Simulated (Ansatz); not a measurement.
# Ge (pure Ge, 64 sites, mesh with Gamma): the cost of one run

Program: Ansatz 0.2.0. Level of theory: DFT LDA, scalar-relativistic, plane waves, PAW, and further levels as typed in the inputs. These are calculated values, not measurements.

## Step 1: The system as given

It takes space group P1 (No. 1, triclinic). Conventional cell: a = 11.243 Å, b = 11.243 Å, c = 11.243 Å, α = 90.00°, β = 90.00°, γ = 90.00°. Ge (site symmetry 1) is surrounded by 4 Ge at 2.41 to 2.45 Å. Ge (site symmetry 1) is surrounded by 4 Ge at 2.42 to 2.45 Å. Ge (site symmetry 1) is surrounded by 4 Ge at 2.43 to 2.45 Å. Ge (site symmetry 1) is surrounded by 4 Ge at 2.42 to 2.43 Å. Around Ge (site symmetry 1) lie 4 Ge at 2.39 to 2.45 Å. Ge (site symmetry 1) is surrounded by 4 Ge at 2.43 to 2.46 Å. Only part of the 64 independent sites is listed.

Coordinates:

```
CELL_PARAMETERS angstrom
11.24340 0.00000 0.00000
0.00000 11.24340 0.00000
0.00000 0.00000 11.24340
ATOMIC_POSITIONS crystal
Ge 0.00039 0.99971 0.00216
Ge 0.99978 0.25010 0.25141
Ge 0.24919 0.99947 0.25017
Ge 0.24971 0.24894 0.99982
Ge 0.12468 0.12554 0.12352
Ge 0.12438 0.37602 0.37665
Ge 0.37366 0.12557 0.37413
Ge 0.37424 0.37422 0.12462
Ge 0.00089 0.00063 0.50005
Ge 0.99968 0.25000 0.74991
Ge 0.25071 0.99944 0.74999
Ge 0.24991 0.24995 0.50022
Ge 0.12518 0.12619 0.62492
Ge 0.12639 0.37473 0.87458
Ge 0.37509 0.12532 0.87524
Ge 0.37615 0.37601 0.62544
Ge 0.99970 0.49991 0.00126
Ge 0.00020 0.74883 0.24939
Ge 0.24949 0.50102 0.24990
Ge 0.25201 0.75058 0.00011
Ge 0.12461 0.62586 0.12479
Ge 0.12427 0.87551 0.37501
Ge 0.37606 0.62493 0.37246
Ge 0.37570 0.87333 0.12637
Ge 0.00162 0.49962 0.49896
Ge 0.99876 0.75078 0.74982
Ge 0.24947 0.49978 0.75186
Ge 0.25031 0.75066 0.50069
Ge 0.12591 0.62594 0.62437
Ge 0.12481 0.87432 0.87437
Ge 0.37602 0.62455 0.87493
Ge 0.37438 0.87447 0.62570
Ge 0.49960 0.99957 0.00044
Ge 0.50045 0.25070 0.25015
Ge 0.74844 0.00056 0.25044
Ge 0.75091 0.24925 0.00224
Ge 0.62390 0.12565 0.12504
Ge 0.62457 0.37573 0.37475
Ge 0.87292 0.12396 0.37541
Ge 0.87699 0.37368 0.12498
Ge 0.50129 0.00054 0.49967
Ge 0.49874 0.24842 0.74933
Ge 0.74967 0.99800 0.74849
Ge 0.75027 0.24964 0.49933
Ge 0.62464 0.12428 0.62582
Ge 0.62646 0.37684 0.87563
Ge 0.87566 0.12630 0.87655
Ge 0.87630 0.37608 0.62444
Ge 0.49858 0.50078 0.99992
Ge 0.49995 0.74921 0.24884
Ge 0.75125 0.50041 0.24905
Ge 0.75035 0.75027 0.00046
Ge 0.62699 0.62497 0.12386
Ge 0.62503 0.87443 0.37549
Ge 0.87519 0.62531 0.37450
Ge 0.87537 0.87455 0.12546
Ge 0.49973 0.49901 0.50044
Ge 0.49937 0.75128 0.75039
Ge 0.75042 0.50009 0.74995
Ge 0.74788 0.75109 0.49928
Ge 0.62585 0.62443 0.62487
Ge 0.62480 0.87408 0.87485
Ge 0.87542 0.62463 0.87388
Ge 0.87449 0.87522 0.62602
```

## Step 2: Relaxing cell and atoms: Ge64 defect cell, no spin

input.yaml reads:

```yaml
crystal:
  lattice:
    - [11.2434, 0.0, 0.0]
    - [0.0, 11.2434, 0.0]
    - [0.0, 0.0, 11.2434]
  atoms:
    - { symbol: Ge, position: [0.0003924324, -0.0002942794, 0.0021619538] }
    - { symbol: Ge, position: [-0.0002242134, 0.2500974882, 0.2514074756] }
    - { symbol: Ge, position: [0.249191319, -0.000526208, 0.2501668563] }
    - { symbol: Ge, position: [0.2497066101, 0.2489391424, -0.0001822194] }
    - { symbol: Ge, position: [0.1246808537, 0.1255367341, 0.1235193193] }
    - { symbol: Ge, position: [0.1243772533, 0.3760240595, 0.37665193] }
    - { symbol: Ge, position: [0.3736559408, 0.1255735343, 0.3741278369] }
    - { symbol: Ge, position: [0.3742379057, 0.3742245413, 0.1246242169] }
    - { symbol: Ge, position: [0.0008862442, 0.0006336351, 0.5000526035] }
    - { symbol: Ge, position: [-0.0003231326, 0.2500029251, 0.7499057843] }
    - { symbol: Ge, position: [0.2507053501, -0.0005617266, 0.7499944902] }
    - { symbol: Ge, position: [0.2499101094, 0.2499534766, 0.5002216568] }
    - { symbol: Ge, position: [0.125175801, 0.1261872286, 0.6249227319] }
    - { symbol: Ge, position: [0.1263888435, 0.3747279711, 0.8745751006] }
    - { symbol: Ge, position: [0.3750895976, 0.1253161308, 0.8752397962] }
    - { symbol: Ge, position: [0.376149086, 0.3760133438, 0.6254397606] }
    - { symbol: Ge, position: [-0.0002991411, 0.4999105125, 0.0012570913] }
    - { symbol: Ge, position: [0.0001967858, 0.7488341844, 0.2493866933] }
    - { symbol: Ge, position: [0.2494863536, 0.5010247832, 0.2499046872] }
    - { symbol: Ge, position: [0.2520101631, 0.7505840044, 0.0001110045] }
    - { symbol: Ge, position: [0.1246124803, 0.6258646667, 0.1247859089] }
    - { symbol: Ge, position: [0.1242670158, 0.8755053033, 0.3750113474] }
    - { symbol: Ge, position: [0.3760575633, 0.6249345453, 0.372456563] }
    - { symbol: Ge, position: [0.3757020709, 0.8733299172, 0.1263685861] }
    - { symbol: Ge, position: [0.0016199412, 0.4996201937, 0.4989641017] }
    - { symbol: Ge, position: [-0.0012425726, 0.7507761483, 0.7498202339] }
    - { symbol: Ge, position: [0.2494678123, 0.4997834999, 0.7518575473] }
    - { symbol: Ge, position: [0.2503085538, 0.7506632575, 0.5006909899] }
    - { symbol: Ge, position: [0.1259057946, 0.6259439773, 0.6243681036] }
    - { symbol: Ge, position: [0.1248086097, 0.8743233717, 0.8743674838] }
    - { symbol: Ge, position: [0.3760152692, 0.6245537333, 0.8749296019] }
    - { symbol: Ge, position: [0.3743837929, 0.8744722212, 0.6257010672] }
    - { symbol: Ge, position: [0.4996038298, -0.0004288028, 0.0004389755] }
    - { symbol: Ge, position: [0.5004451388, 0.2507047891, 0.2501518797] }
    - { symbol: Ge, position: [0.7484402042, 0.0005605924, 0.2504432193] }
    - { symbol: Ge, position: [0.7509055425, 0.2492471418, 0.0022420332] }
    - { symbol: Ge, position: [0.6239039026, 0.12564656, 0.1250408731] }
    - { symbol: Ge, position: [0.624566739, 0.3757258768, 0.374749693] }
    - { symbol: Ge, position: [0.872922673, 0.1239618101, 0.375407046] }
    - { symbol: Ge, position: [0.8769904705, 0.3736825523, 0.1249849287] }
    - { symbol: Ge, position: [0.5012902979, 0.0005397569, 0.4996659188] }
    - { symbol: Ge, position: [0.4987353251, 0.248415825, 0.7493348046] }
    - { symbol: Ge, position: [0.7496723326, -0.0020003897, 0.7484936273] }
    - { symbol: Ge, position: [0.7502700682, 0.2496362378, 0.4993286456] }
    - { symbol: Ge, position: [0.6246375481, 0.1242772429, 0.6258249428] }
    - { symbol: Ge, position: [0.6264585927, 0.3768442958, 0.8756313018] }
    - { symbol: Ge, position: [0.8756645255, 0.1263012927, 0.8765461949] }
    - { symbol: Ge, position: [0.8763031689, 0.3760782178, 0.6244355333] }
    - { symbol: Ge, position: [0.4985772111, 0.5007801491, -8.34556e-05] }
    - { symbol: Ge, position: [0.4999504856, 0.7492089397, 0.2488429199] }
    - { symbol: Ge, position: [0.751247102, 0.5004136658, 0.2490527486] }
    - { symbol: Ge, position: [0.7503472443, 0.7502718041, 0.0004641385] }
    - { symbol: Ge, position: [0.6269862949, 0.6249691356, 0.1238618895] }
    - { symbol: Ge, position: [0.6250325014, 0.8744251236, 0.3754879021] }
    - { symbol: Ge, position: [0.8751872587, 0.6253081824, 0.3744956586] }
    - { symbol: Ge, position: [0.8753679303, 0.8745461728, 0.125460056] }
    - { symbol: Ge, position: [0.4997322828, 0.4990052774, 0.5004433922] }
    - { symbol: Ge, position: [0.4993719926, 0.7512842033, 0.75039397] }
    - { symbol: Ge, position: [0.750415982, 0.5000901371, 0.7499472117] }
    - { symbol: Ge, position: [0.7478772455, 0.7510870115, 0.499276098] }
    - { symbol: Ge, position: [0.6258505095, 0.6244321019, 0.6248727018] }
    - { symbol: Ge, position: [0.6248006032, 0.8740763512, 0.8748472801] }
    - { symbol: Ge, position: [0.8754236674, 0.6246316254, 0.8738757108] }
    - { symbol: Ge, position: [0.874490176, 0.8752221902, 0.6260203338] }
scf:
  occupations: { method: gaussian, width: 0.05 }
output:
  forces: true
  stress: false
  eigenvalues: true
hamiltonian:
  xc: lda
relax:
  f_tol: 0.01
  max_steps: 80
  cell: { stress_tol: 0.03, fix: [shape] }
kpoints:
  mp_grid: { grid: [2, 2, 2] }
```

Command:

```sh
> ansatz run input.yaml --threads 8 --pin off --max-ram 24576MiB --backend cpu --events-out ev --progress --plain --runs-dir out
```

Q: Estimate wall time and peak memory on 8 threads of AMD EPYC 7R13 (Zen 3), shared host.

About 6.3 min, with a peak of 17 GiB.
